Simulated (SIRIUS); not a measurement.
Crystal: In.

```xyz
1
Lattice="-1.6255 1.6255 2.4737 1.6255 -1.6255 2.4737 1.6255 1.6255 -2.4737" Properties=species:S:1:pos:R:3 pbc="T T T"
In    0.0000    0.0000    0.0000
```

Base run:

| Property | Result |
| --- | --- |
| Program | SIRIUS 7.10.0 |
| Functional | AM05 |
| Potentials or basis | PseudoDojo 0.4.1 PBE standard (scalar relativistic) |
| Cutoff | 960 eV |
| Density cutoff | 3840 eV |
| k mesh | 9 × 9 × 9 |
| Occupations | fermi-dirac, width 0.05 eV |
| Spin | no spin polarisation |

Its results: band gap on the k mesh none (metal or under the smearing width); pressure -0.7 GPa.

**Question.** The run is repeated on the same cell with these changes: functional from AM05 to LDA; libxc names from ["XC_GGA_X_AM05", "XC_GGA_C_AM05"] to ["XC_LDA_X", "XC_LDA_C_PW"]. What comes out?

**Answer.** Band gap on the k mesh none (metal or under the smearing width); pressure -2.2 GPa.

Caveats: the potentials were made for another functional, which shifts forces and pressure.
